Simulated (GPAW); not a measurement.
Here is a GPAW 26.7.0 calculation.

Contents of run.py:

```python
from ase import Atoms
from ase.dft.bandgap import bandgap
from ase.io import write
from gpaw import GPAW, PW
from gpaw.response.df import DielectricFunction

atoms = Atoms(['Cu'],
              cell=[[-1.45398576, 1.46431069, 1.37398204],
                    [1.4487133, -1.4679854, 1.37230683],
                    [1.42515422, 1.43915386, -1.3778349]],
              scaled_positions=[[0.0, 0.0, 0.0]],
              pbc=True)

calc = GPAW(mode=PW(500),
            xc='PBE',
            kpts={'size': (11, 11, 10), 'gamma': True},
            occupations={'name': 'fermi-dirac', 'width': 0.05},
            nbands=14,
            convergence={'density': 1e-06},
            maxiter=150,
            txt='gpaw.txt')
atoms.calc = calc
energy = atoms.get_potential_energy()
calc.write('gs.gpw')
write('result.traj', atoms)
print(f'Energy: {energy:.6f} eV')
print('Fermi level:', round(calc.get_fermi_level(), 4), 'eV')
print(f'Gap: {bandgap(calc)[0]:.4f} eV, direct: {bandgap(calc, direct=True)[0]:.4f} eV')

dense = calc.fixed_density(kpts={'size': (16, 16, 16), 'gamma': True},
                           nbands=22, convergence={'bands': 16, 'eigenstates': 1e-7},
                           update_fermi_level=True, txt='dense.txt')
dense.write('dense.gpw', mode='all')

df = DielectricFunction('dense.gpw', frequencies={'type': 'nonlinear', 'domega0': 0.05, 'omega2': 10},
                        eta=0.1, ecut=50, nbands=16, rate='eta', txt='df.txt')
for direction in ['x', 'y', 'z']:
    df.get_dielectric_function(xc='RPA', direction=direction, filename=f'df_{direction}.csv')
```

Potentials or basis: GPAW PAW data sets (gpaw-data 1.2.1), pw.

Run with:

```sh
$ OMP_NUM_THREADS=1 python run.py
```

Q: What does it give for the band gap on the k mesh?

A: None (metal or under the smearing width).

Dielectric function (mean over the directions given):
```csv
energy (eV),real part,imaginary part
1.04,-107.20,22.75
1.43,-52.54,10.36
1.89,-25.67,10.59
2.42,-17.07,7.76
2.79,-11.47,5.67
3.30,-7.84,6.13
3.76,-6.51,5.00
4.16,-3.53,3.42
4.65,-0.24,5.36
5.16,-3.05,7.38
5.53,-4.76,4.55
6.07,-3.26,3.66
6.55,-2.38,3.28
7.04,-1.63,2.75
7.38,-1.49,2.64
7.90,-0.72,2.81
8.43,-0.99,2.56
8.80,-0.78,2.66
9.27,-0.77,2.74
9.76,-1.05,2.43
10.16,-0.93,2.14
10.67,-0.71,1.99
11.20,-0.70,2.06
11.52,-0.70,1.95
12.08,-0.84,1.68
12.53,-0.61,1.54
13.00,-0.62,1.32
13.48,-0.51,1.29
13.97,-0.38,1.16
14.48,-0.41,1.13
14.86,-0.38,1.00
15.39,-0.22,0.85
15.94,-0.03,0.84
16.36,-0.03,0.85
16.93,0.03,0.83
17.51,0.07,0.75
17.96,0.17,0.70
18.58,0.29,0.79
19.22,0.30,0.83
19.87,0.17,0.86
```

Caveat: the intraband term hangs on this k mesh; the long-wavelength limit can be off by several per cent where d states take part; independent-particle spectra lack excitons.
